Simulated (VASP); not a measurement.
# TiC (Fm-3m) in VASP: relaxation of cell and atoms with PBE

Aim: the relaxation of cell and atoms of TiC with PBE.

All numbers are computed with VASP 6.6.1; they aren't measurements. Logs are shortened: lines on timing, memory, paths and dates and some standing lists are left out, and cuts for length are marked.

**1. The crystal as given**

It takes space group Fm-3m (No. 225, cubic). The conventional cell has a = 4.330 Å, b = 4.330 Å, c = 4.330 Å, α = 90.00°, β = 90.00°, γ = 90.00°. Ti (site symmetry m-3m) has 6 C at 2.17 Å as nearest neighbours. Around C (site symmetry m-3m) lie 6 Ti at 2.17 Å.

The cell was built by a generator and needn't be a form met in nature.

**2. Relaxation of cell and atoms, PBE**

File INCAR:

```
SYSTEM = TiC
PREC = Accurate
ENCUT = 600
EDIFF = 1E-7
ISMEAR = 1
SIGMA = 0.2
LREAL = .FALSE.
LASPH = .TRUE.
NELM = 60
ALGO = Normal
ISIF = 3
LWAVE = .FALSE.
LCHARG = .FALSE.
GGA = PE
IBRION = 2
NSW = 60
EDIFFG = -0.02
KPAR = 4
```

File KPOINTS:

```
Automatic mesh
0
G
  18 18 18
  0 0 0
```

File POSCAR:

```
TiC
1.0
    0.0000000000      2.1650000000      2.1650000000
    2.1650000000      0.0000000000      2.1650000000
    2.1650000000      2.1650000000      0.0000000000
Ti C
1 1
Direct
    0.0000000000      0.0000000000      0.0000000000
    0.5000000000      0.5000000000      0.5000000000
```

Potentials or basis: VASP PAW PBE potentials, release 64 (Ti_sv, C).

Command:

```bash
> cat potpaw_PBE.64/Ti_sv/POTCAR potpaw_PBE.64/C/POTCAR > POTCAR
> mpirun -np 4 vasp_std > vasp.out
```

OUTCAR:

```text
SYSTEM = TiC
   PREC = Accurate
   ENCUT = 600
   EDIFF = 1E-7
   ISMEAR = 1
   LREAL = .FALSE.
   LASPH = .TRUE.
   NELM = 60
   ISIF = 3
   GGA = PE
   IBRION = 2
   NSW = 60
   EDIFFG = -0.02

 ion  position               nearest neighbor table
   1  0.000  0.000  0.000-   2 2.17   2 2.17   2 2.17   2 2.17   2 2.17   2 2.17
   2  0.500  0.500  0.500-   1 2.17   1 2.17   1 2.17   1 2.17   1 2.17   1 2.17

  LATTYP: Found a face centered cubic cell.
 ALAT       =     4.3300000000

  Lattice vectors:

 A1 = (   0.0000000000,   2.1650000000,   2.1650000000)
 A2 = (   2.1650000000,   0.0000000000,   2.1650000000)
 A3 = (   2.1650000000,   2.1650000000,   0.0000000000)

Analysis of symmetry for initial positions (statically):
=====================================================================
 Subroutine PRICEL returns:
 Original cell was already a primitive cell.

 Routine SETGRP: Setting up the symmetry group for a
 face centered cubic supercell.

 Subroutine GETGRP returns: Found 48 space group operations
 (whereof 48 operations were pure point group operations)
 out of a pool of 48 trial point group operations.

The static configuration has the point symmetry O_h .

Analysis of symmetry for dynamics (positions and initial velocities):
=====================================================================
 Subroutine PRICEL returns:
 Original cell was already a primitive cell.

 Routine SETGRP: Setting up the symmetry group for a
 face centered cubic supercell.

 Subroutine GETGRP returns: Found 48 space group operations
 (whereof 48 operations were pure point group operations)
 out of a pool of 48 trial point group operations.

The dynamic configuration has the point symmetry O_h .

 Subroutine INISYM returns: Found 48 space group operations
 (whereof 48 operations are pure point group operations),
 and found     1 'primitive' translations

----------------------------------------------------------------------------------------

                                     Primitive cell

  volume of cell :      20.2957

  direct lattice vectors                    reciprocal lattice vectors
     0.000000000  2.165000000  2.165000000    -0.230946882  0.230946882  0.230946882
     2.165000000  0.000000000  2.165000000     0.230946882 -0.230946882  0.230946882
     2.165000000  2.165000000  0.000000000     0.230946882  0.230946882 -0.230946882

  length of vectors
     3.061772363  3.061772363  3.061772363     0.400011734  0.400011734  0.400011734

  position of ions in fractional coordinates (direct lattice)
     0.000000000  0.000000000  0.000000000
     0.500000000  0.500000000  0.500000000

  ion indices of the primitive-cell ions
   primitive index   ion index
                 1           1
                 2           2

----------------------------------------------------------------------------------------

 KPOINTS: Automatic mesh

Automatic generation of k-mesh.
 Grid dimensions read from file:
 generate k-points for:   18   18   18

 Generating k-lattice:

  Cartesian coordinates                     Fractional coordinates (reciprocal lattice)
    -0.012830382  0.012830382  0.012830382     0.055555556  0.000000000  0.000000000
     0.012830382 -0.012830382  0.012830382     0.000000000  0.055555556  0.000000000
     0.012830382  0.012830382 -0.012830382     0.000000000  0.000000000  0.055555556

  Length of vectors
     0.022222874  0.022222874  0.022222874

  Shift w.r.t. Gamma in fractional coordinates (k-lattice)
     0.000000000  0.000000000  0.000000000

 Subroutine IBZKPT returns following result:
 ===========================================

 Found    195 irreducible k-points:

 Following reciprocal coordinates:
            Coordinates               Weight
  0.000000  0.000000  0.000000      1.000000
  0.055556  0.000000  0.000000      8.000000
  0.111111  0.000000  0.000000      8.000000
  0.166667  0.000000  0.000000      8.000000
  0.222222  0.000000  0.000000      8.000000
  0.277778  0.000000  0.000000      8.000000
[... 16 lines left out ...]
 -0.277778  0.055556  0.000000     24.000000
 -0.222222  0.055556  0.000000     24.000000
 [... further k-points ...]
   k-points           NKPTS =    195   k-points in BZ     NKDIM =    195   number of bands    NBANDS=     12
   number of dos      NEDOS =    301   number of ions     NIONS =      2
   total plane-waves  NPLWV =  13824
   dimension x,y,z NGX =    24 NGY =   24 NGZ =   24
   dimension x,y,z NGXF=    48 NGYF=   48 NGZF=   48
   ions per type =               1   1
   NGX,Y,Z   is equivalent  to a cutoff of  13.03, 13.03, 13.03 a.u.
   NGXF,Y,Z  is equivalent  to a cutoff of  26.06, 26.06, 26.06 a.u.
 SYSTEM =  TiC
   PREC   = accura    normal or accurate (medium, high low for compatibility)
   ISTART =      0    job   : 0-new  1-cont  2-samecut
   ICHARG =      2    charge: 1-file 2-atom 10-const
   ISPIN  =      1    spin polarized calculation?
   LNONCOLLINEAR =      F non collinear calculations
   LSORBIT =      F    spin-orbit coupling
   LASPH  =      T    aspherical Exc in radial PAW
   ENCUT  =  600.0 eV  44.10 Ry    6.64 a.u.   6.12  6.12  6.12*2*pi/ulx,y,z
   NELM   =     60;   NELMIN=  2; NELMDL= -5     # of ELM steps
   EDIFF  = 0.1E-06   stopping-criterion for ELM
   LREAL  =      F    real-space projection
   EDIFFG = -.2E-01   stopping-criterion for IOM
   NSW    =     60    number of steps for IOM
   IBRION =      2    ionic relax: 0-MD 1-quasi-New 2-CG
   NFREE  =      1    steps in history (QN), initial steepest desc. (CG)
   ISIF   =      3    stress and relaxation
   ISYM   =      2    0-nonsym 1-usesym 2-fastsym
   POTIM  = 0.5000    time-step for ionic-motion
   TEBEG  =    0.0;   TEEND  =   0.0 temperature during run
   PSTRESS=    0.0 pullay stress
   NELECT =      16.0000    total number of electrons
   NUPDOWN=      -1.0000    fix difference up-down
   EMIN   =  10.00;   EMAX   =-10.00  energy-range for DOS
   EFERMI =   0.00;   METHOD = LEGACY
   ISMEAR =     1;   SIGMA  =   0.20  broadening in eV -4-tet -1-fermi 0-gaus
   EFERMI_NEDOS =   21; number of points for ismear=-14 and -15
   IALGO  =     38    algorithm
   IMIX   =      4    mixing-type and parameters
     AMIX     =   0.40;   BMIX     =  1.00
     AMIX_MAG =   1.60;   BMIX_MAG =  1.00
  volume/ion in A,a.u.               =      10.15        68.48
  Fermi-wavevector in a.u.,A,eV,Ry     =   1.512331  2.857892 31.118508  2.287146
  Thomas-Fermi vector in A             =   2.622270
   LORBIT       =      0    0 simple, 1 ext, 2 COOP (PROOUT), +10 PAW based schemes
   GGA     = PE    functional components
   LHFCALC =     F    Hartree Fock is set to
   AEXX    =    0.0000 exact exchange contribution
   IVDW    =     0    specifies the selected vdW correction
   LEPSILON=     F    determine dielectric tensor
   LRPA    =     F    only Hartree local field effects (RPA)
 conjugate gradient relaxation of ions
 non-spin polarized calculation
 Methfessel and Paxton  Order N= 1 SIGMA  =   0.20
  energy-cutoff  :      600.00
  volume of cell :       20.30
 maximum number of plane-waves:       700
   NGX = 13   NGY = 13   NGZ = 13

--------------------------------------- Ionic step        1  -------------------------------------------

 number of electron      16.0000000 magnetization

 Free energy of the ion-electron system (eV)
  ---------------------------------------------------
  ext. energy  EPLUGINS =         0.00000000
  ---------------------------------------------------
  free energy    TOTEN  =       -18.70973693 eV

  energy without entropy =      -18.70966147  energy(sigma->0) =      -18.70971177

------------------------ aborting loop because EDIFF is reached ----------------------------------------

  FORCE on cell =-STRESS in cart. coord.  units (eV):
  Direction    XX          YY          ZZ          XY          YZ          ZX
  --------------------------------------------------------------------------------------
  -------------------------------------------------------------------------------------
  Total        0.0776637      0.0776637      0.0776637     -0.0000000      0.0000000     -0.0000000
  in kB        6.1309085      6.1309085      6.1309085     -0.0000000      0.0000000     -0.0000000
  external PRESSURE =       6.1309085 kB  Pullay stress =       0.0000000 kB
[... 57 lines left out ...]
  energy  without entropy=      -18.7096223294  energy(sigma->0) =      -18.70966353

--------------------------------------- Ionic step        3  -------------------------------------------

 number of electron      16.0000000 magnetization

 Free energy of the ion-electron system (eV)
  ---------------------------------------------------
  ext. energy  EPLUGINS =         0.00000000
  ---------------------------------------------------
  free energy    TOTEN  =       -18.70983627 eV

  energy without entropy =      -18.70976671  energy(sigma->0) =      -18.70981309

 E-fermi :   9.4043     XC(G=0): -12.6900

 val. band max:        9.4000395743   @ k =   0.1667   0.1667   0.0000
 cond. band min:       9.4613123500   @ k =   0.5000   0.4444   0.0000
 fundamental gap:      0.0612727757
 Fermi energy:         9.4043033281

 k-point     1 :       0.0000    0.0000    0.0000
  band No.  band energies     occupation
      1     -47.2007      2.00000
      2     -23.2260      2.00000
      3     -23.2260      2.00000
      4     -23.2260      2.00000
      5      -2.9941      2.00000
      6      10.0864     -0.00002
      7      10.0864     -0.00002
      8      10.0864     -0.00002
      9      11.0706     -0.00000
     10      11.0706     -0.00000
     11      11.0706     -0.00000
     12      11.1027     -0.00000
[... 331 lines left out ...]
 k-point    24 :      -0.2222    0.0556    0.0000
  band No.  band energies     occupation
      1     -47.1653      2.00000
      2     -23.4638      2.00000
      3     -23.2658      2.00000
      4     -23.2422      2.00000
      5      -1.7315      2.00000
      6       6.7580      2.00000
      7       7.6407      2.00000
      8       7.8798      2.00000
      9      10.9129     -0.00000
     10      11.3188     -0.00000
     11      12.2941     -0.00000
     12      14.5348      0.00000

 [... further k-points ...]

------------------------ aborting loop because EDIFF is reached ----------------------------------------

  FORCE on cell =-STRESS in cart. coord.  units (eV):
  Direction    XX          YY          ZZ          XY          YZ          ZX
  --------------------------------------------------------------------------------------
  -------------------------------------------------------------------------------------
  Total       -0.0008005     -0.0008005     -0.0008005      0.0000000      0.0000000      0.0000000
  in kB       -0.0630360     -0.0630360     -0.0630360      0.0000000      0.0000000      0.0000000
  external PRESSURE =      -0.0630360 kB  Pullay stress =       0.0000000 kB
[... 17 lines left out ...]
  FREE ENERGIE OF THE ION-ELECTRON SYSTEM (eV)
  ---------------------------------------------------
  free  energy   TOTEN  =       -18.7098362741 eV

  energy  without entropy=      -18.7097667093  energy(sigma->0) =      -18.70981309

 reached required accuracy - stopping structural energy minimisation
```

Wall time 14 s (4 MPI ranks of Intel Xeon 6975P-C (Granite Rapids), shared host); peak memory 0.18 GiB.

Results:

```yaml
Free_energy: -18.7098 eV
Relaxed_volume: 10.17 Å³/atom
Relaxed_cell: a = 3.064 Å, b = 3.064 Å, c = 3.064 Å, α = 60.00°, β = 60.00°, γ = 60.00°
Space_group_after_relaxing_to_0.05_Å: Fm-3m (No. 225)
Energy_gained_by_relaxing: 0.0 meV/atom
Ionic_steps: 3
Pressure_after_relaxing: 0.0 GPa
Band_gap_on_the_k_mesh: none (metal or under the smearing width)
```

Final structure:
```
CELL_PARAMETERS angstrom
0.00000 2.16680 2.16680
2.16680 0.00000 2.16680
2.16680 2.16680 0.00000
ATOMIC_POSITIONS crystal
Ti 0.00000 0.00000 0.00000
C 0.50000 0.50000 0.50000
```

Levels at points of the mesh, in eV from the Fermi level:
| k point | band 4 | band 5 | band 6 | band 7 | band 8 | band 9 | band 10 | band 11 | band 12 |
| --- | --- | --- | --- | --- | --- | --- | --- | --- | --- |
| (0.00, 0.00, 0.00) | -32.63 | -12.40 | 0.68 | 0.68 | 0.68 | 1.67 | 1.67 | 1.67 | 1.70 |
| (0.50, 0.00, 0.00) | -32.68 | -8.93 | -5.84 | -2.90 | -2.90 | 2.90 | 2.90 | 4.08 | 8.13 |
| (0.50, 0.50, 0.00) | -32.80 | -10.12 | -3.44 | -1.62 | -0.05 | -0.05 | 2.69 | 3.50 | 3.50 |
